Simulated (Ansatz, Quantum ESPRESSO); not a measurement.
# Ballistic conductance of 12 planar junctions in two codes

Do pwcond's layer matching and a second code's give the same conductance at the Fermi level?

**Method.** Quantum ESPRESSO 7.5 (pw.x, pwcond.x; lead and junction from one periodic cell, ewind 4 Ry, epsproj 1e-5, nz1 7) and Ansatz 0.2.0 (PAW) on the same atoms and the same mesh across the current. Geometries are as built. G counts both spins, in G₀ = 2e²/h = 77.48 µS.

The runs side by side:

```
                                                          junction           level of pw.x  lead channels per spin  pwcond (G₀)  Ansatz (G₀)  ratio  area over G (fΩ m²)
                         1 layer of MgO(001) between Au(100) leads            LDA, JTH PAW                    0.83        0.388        0.403   0.96                 2.89
                     3 layers of V in Li(110), on the host's sites     PBE, GBRV ultrasoft                    0.87         0.37        0.373   0.99                 2.92
                      vacuum gap of 6.0 Å between two K(110) faces     PBE, GBRV ultrasoft                    0.86        0.359        0.359   1.00                 7.08
    1 layer of graphene between Cu(111) leads, 2.3 Å off each face     PBE, GBRV ultrasoft                    0.89        0.338         0.38   0.89                 2.19
                    3 layers of Pd in Al(100), on the host's sites  PBEsol, GBRV ultrasoft                    1.61        0.323        0.365   0.89                 3.26
                     vacuum gap of 4.5 Å between two Ta(110) faces            PBE, JTH PAW                    1.61        0.294        0.291   1.01                 3.42
                      vacuum gap of 4.5 Å between two V(110) faces     PBE, GBRV ultrasoft                    1.70        0.267        0.266   1.01                 3.05
                     vacuum gap of 4.0 Å between two Pt(100) faces     PBE, GBRV ultrasoft                    2.38        0.265        0.266   1.00                 3.84
                    2 layers of Li in Mo(110), on the host's sites  PBEsol, GBRV ultrasoft                    0.97        0.229        0.231   0.99                 3.99
                      vacuum gap of 5.0 Å between two V(110) faces     PBE, GBRV ultrasoft                    1.70        0.223        0.222   1.00                 3.66
1 layer of hexagonal BN between Cu(111) leads, 2.3 Å off each face     PBE, GBRV ultrasoft                    0.89        0.221        0.225   0.98                 3.35
                        2 layers of CaO(001) between Ta(100) leads            PBE, JTH PAW                    2.60        0.218        0.182   1.19                 6.53
```

**Reading.** The conductance spans 0.218 to 0.388 G₀. The codes agree within 5 % on 9 and within 15 % on 11 of 12 junctions; the widest gap is a ratio of 1.19 (2 layers of CaO(001) between Ta(100) leads), where at least one of the two values is off. By hand, for the first row: A/G = 8.694e−20 m² / (0.388 × 7.748e−5 S) = 2.89 fΩ m².

Caveats: Rows without a moment ran or ended unpolarised, and spin-orbit coupling is left out. Leads are short, and the mesh across the current differs between rows and was not tested: the channel count of one lead shows how much it matters. For early runs T was read anew from pwcond's own table, since our parser had counted it twice. Vacuum gaps count between atomic planes. Rows were grouped by the size of G.

[Logs are printed without paths, hosts, clocks, repeated set-up lines and the standing remarks that a program may print on its own settings, such as how far it seeks lower states.]
